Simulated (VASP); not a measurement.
Input of a VASP 6.6.1 run:

File INCAR:

```
SYSTEM = GaAs
ALGO = Normal
BPARAM = 11.95
CPARAM = 0.0093
EDIFF = 1E-6
EDIFFG = -0.005
ENCUT = 600
IBRION = 2
ISIF = 3
ISMEAR = 0
IVDW_NL = 2
LASPH = .TRUE.
LCHARG = .FALSE.
LMIXTAU = .TRUE.
LREAL = .FALSE.
LUSE_VDW = .TRUE.
LWAVE = .FALSE.
METAGGA = R2SCAN
NELM = 120
NSW = 40
PREC = Accurate
SIGMA = 0.02
```

File KPOINTS:

```
k-points
0
G
  10 10 10
  0 0 0
```

File POSCAR:

```
GaAs
1.0
    0.0000000000      2.8350000000      2.8350000000
    2.8350000000      0.0000000000      2.8350000000
    2.8350000000      2.8350000000      0.0000000000
Ga As
1 1
Direct
    0.0000000000      0.0000000000      0.0000000000
    0.2500000000      0.2500000000      0.2500000000
```

Potentials or basis: VASP PAW PBE potentials, release 64 (Ga_d, As).

Command:

```bash
$ cat potpaw_PBE.64/Ga_d/POTCAR potpaw_PBE.64/As/POTCAR > POTCAR
$ mpirun -np 1 vasp_std > vasp.out
```

(1) What does it give for the relaxed volume?

(2) Predict the space group after relaxing (to 0.05 Å).

(3) Predict the relaxed cell.

## Answers

(1) 22.55 Å³/atom.

(2) F-43m (No. 216).

(3) a = 3.995 Å, b = 3.995 Å, c = 3.995 Å, α = 60.00°, β = 60.00°, γ = 60.00°.

Caveat: the PAW data sets were made with another functional, which shifts forces and pressure a little.
